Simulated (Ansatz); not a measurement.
Stackings of close-packed layers of MgO (capitals for Mg, lower case for the other element), each relaxed to a stress under 0.05 GPa; energies count from the stacking AcBaCb (Fm-3m).

Level of theory: DFT PBEsol, scalar-relativistic, plane waves, PAW (Ansatz 0.2.0).

Cutoff 420 eV, Gaussian smearing of 0.02 eV, energies at zero smearing, symmetry of each start kept, no spin polarisation.

Q: Order these by excess energy, lowest first.
A. AcBaCbAcBcAbCbAcBc
B. AcBcAbCbAcBaCaBc
C. AbAc
D. AcBcAcBaCaBcAcBcAbCb
E. AcBcAcBaCaBaCb

A: A (106.7 meV/atom), B (119.8 meV/atom), E (137.7 meV/atom), D (143.8 meV/atom), C (152.3 meV/atom).

```
               start atoms k mesh excess energy (meV/atom) spacing of like layers (Å) a (Å) gap on the mesh (eV)
                AbAc      4  12×12×6                     152.3                       2.556  2.929                  4.27
      AcBcAcBaCaBaCb     14  12×12×2                     137.7                       2.526  2.952                  3.63
    AcBcAbCbAcBaCaBc     16  12×12×2                     119.8                       2.514  2.956                  3.70
  AcBaCbAcBcAbCbAcBc     18  12×12×2                     106.7                       2.505  2.959                  3.75
AcBcAcBaCaBcAcBcAbCb     20  12×12×2                     143.8                       2.530  2.951                  3.61
```

Cost: 5 runs of about 44 core-minutes in all, on AMD EPYC (Zen 3) (shared hosts).